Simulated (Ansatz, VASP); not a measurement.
# One calculation of Sr, two programs

```
CELL_PARAMETERS angstrom
4.28107 0.00000 0.00000
-2.14054 3.70752 0.00000
0.00000 0.00000 7.00268
ATOMIC_POSITIONS crystal
Sr 0.66667 0.33333 0.75000
Sr 0.33333 0.66667 0.25000
```

Change from the starting cell: volume scaled by 0.98.

Alike in both runs: task single point; functional PBE; k mesh 7 × 7 × 4; occupations fermi-dirac, width 0.05 eV; no spin polarisation.

|  | VASP | Ansatz |
| --- | --- | --- |
| version | VASP 6.6.1 | Ansatz 0.2.0 |
| potentials or method | VASP PAW PBE potentials, release 64 (Sr_sv) | Ansatz PAW |
| plane-wave cutoff (eV) | 520 | 420 |
| valence electrons in the cell | 20 | 20 |

```csv
,VASP,Ansatz,Ansatz less VASP
gap on the k mesh at the Fermi level (eV),none,none,-
pressure (GPa),0.0,0.0,0.00
largest component of the traceless stress (GPa),0.31,0.31,+0.006
```

A gap of «none» marks a metal or a gap that the smearing closes.
